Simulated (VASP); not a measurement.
**Cd3F: relaxation of cell and atoms with PBE**

The system is Cd3F.

```
Cd F
1.0
     3.44284    0.00000    0.00000
     0.00000    3.44284    0.00000
     0.00000    0.00000    8.97603
Cd F
3 1
Direct
  0.50000 0.50000 0.76422
  0.00000 0.00000 0.50000
  0.50000 0.50000 0.23578
  0.00000 0.00000 0.00000
```

The cell was built by a generator and needn't be a form met in nature.

```yaml
Program: VASP 6.6.1
Task: relaxation of cell and atoms
Functional: PBE
Potentials_or_basis: VASP PAW PBE potentials, release 64 (Cd, F)
Cutoff: 600 eV
k_mesh: 8 × 8 × 3
Occupations: gaussian, width 0.05 eV
Spin: no spin polarisation
Further_INCAR_settings: ALGO = Normal; EDIFF = 1e-06; IBRION = 2; EDIFFG = -0.005; NSW = 60; ISIF = 3
```

```yaml
Relaxed_volume: 19.54 Å³/atom
Relaxed_cell: a = 3.177 Å, b = 3.177 Å, c = 7.746 Å, α = 90.00°, β = 90.00°, γ = 90.00°
Space_group_after_relaxing_to_0.05_Å: P4/mmm (No. 123)
Energy_gained_by_relaxing: 234.9 meV/atom
Ionic_steps: 11
Pressure_after_relaxing: 0.0 GPa
Band_gap_on_the_k_mesh: none (metal or under the smearing width)
```

The path:
```csv
step,energy change (eV),largest force (eV/Å),pressure (GPa),volume (Å³)
1,0.0000,0.5003,-6.30,106.39
2,-0.6057,0.4865,-4.99,91.08
3,-0.8728,0.5536,-0.11,78.60
4,-0.8741,0.5551,0.59,77.46
5,-0.8742,0.5553,0.25,77.98
6,-0.9062,0.3863,0.15,78.03
7,-0.9394,0.0029,0.04,78.17
8,-0.9395,0.0081,0.04,78.17
9,-0.9396,0.0055,-0.02,78.25
10,-0.9396,0.0043,-0.06,78.31
11,-0.9396,0.0010,-0.01,78.18
```

Final structure:
```yaml
crystal:
  lattice:
    - [3.17697, 0.00000, 0.00000]
    - [0.00000, 3.17697, 0.00000]
    - [0.00000, 0.00000, 7.74567]
  atoms:
    - { symbol: Cd, position: [0.50000, 0.50000, 0.78451] }
    - { symbol: Cd, position: [0.00000, 0.00000, 0.50000] }
    - { symbol: Cd, position: [0.50000, 0.50000, 0.21549] }
    - { symbol: F, position: [0.00000, 0.00000, 0.00000] }
```

Levels at points of the mesh, in eV from the Fermi level:
```
           k point  band 20  band 21  band 22  band 23  band 24  band 25
(0.00, 0.00, 0.00)    -4.00    -3.24    -2.31     4.46     5.87     7.58
(0.50, 0.00, 0.00)    -3.11    -3.00    -0.68     0.17     1.83     3.11
(0.50, 0.50, 0.00)     0.47     0.47     1.04     1.57     2.75     2.78
```

Run time: 3.7 min on 1 thread of Intel(R) Xeon(R) 6975P-C (Granite Rapids), with other jobs on the host, peak memory 0.29 GiB.

Caveat: the volume moved by over 15 % at a fixed basis, so the end points are rough; an odd number of electrons without spin polarisation forces a metal; a magnetic or distorted state may lie lower.
